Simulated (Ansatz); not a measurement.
# Ni: the cost of one run

Method: DFT r2SCAN, PAW, plane waves, scalar-relativistic, in Ansatz 0.2.0.

## Step 1: Starting point

The structure is cubic, space group Fm-3m (No. 225). The conventional cell has a = 3.533 Å, b = 3.533 Å, c = 3.533 Å, α = 90.00°, β = 90.00°, γ = 90.00°. Ni (site symmetry m-3m) has 12 Ni at 2.50 Å in its first shell of neighbours.

Coordinates:

```xyz
2
Lattice="0.0000 1.7664 1.7664 1.7664 0.0000 1.7664 3.5328 3.5328 0.0000" Properties=species:S:1:pos:R:3 pbc="T T T"
Ni    0.0000    0.0000    0.0000
Ni    1.7664    1.7664    0.0000
```

In tables a label like Ni2 counts atoms in the order of input.yaml; a structure file may count by element.

Known so far: 9 plain starts ended in 3 states. The lowest came from “parallel moments, spin not held back in the first iterations, no switch to direct minimisation [Ni1 2.00, Ni2 2.00 μB]”: ferromagnetic, site moments Ni1 0.84, Ni2 0.84 μB, total 1.55 μB per cell, no gap on the k-mesh, free energy -11690.5531 eV.

Runs to come: parallel moments, default search for lower states; opposed moments +-, default search for lower states; the moments typed in its input, symmetry off, plain SCF; the moments typed in its input, standard search for lower states; the moments typed in its input, symmetry off, default search.

“Plain SCF” means no search for lower states. The default search lets the program follow hints of a lower state (another filling of open shells, a soft direction), where it sees any. The standard and full searches may also try other magnetic orders and fillings, and need not reach the lowest state. With a search on, the program may also reshape the start on open shells. Ends within 0.2 meV/atom and 0.1 μB count as one state.

Moments by site are taken inside atomic spheres; the rest lies between them.

## Step 2: Parallel moments, default search for lower states

Contents of input.yaml:

```yaml
crystal:
  lattice:
    - [0.0, 1.7664, 1.7664]
    - [1.7664, 0.0, 1.7664]
    - [3.5328, 3.5328, 0.0]
  atoms:
    - { symbol: Ni, position: [0.0, 0.0, 0.0], spin: 2.0 }
    - { symbol: Ni, position: [0.0, 0.0, 0.5], spin: 2.0 }
magnetization:
  spin_polarized: true
hamiltonian:
  xc: r2scan
  pseudopotentials: { kind: paw }
basis:
  ecutwfc: 500
kpoints:
  mp_grid: { grid: [13, 13, 7] }
scf:
  occupations: { method: gaussian, width: 0.1 }
output:
  forces: true
  stress: true
```

Run with:

```console
$ ansatz run input.yaml --threads 2 --pin off --max-ram 5120MiB --backend cpu --events-out ev --progress --plain --runs-dir out
```

What time and memory should one allow on 2 threads of Arm Neoverse V1, shared host?

About 51 s, with a peak of 0.64 GiB.
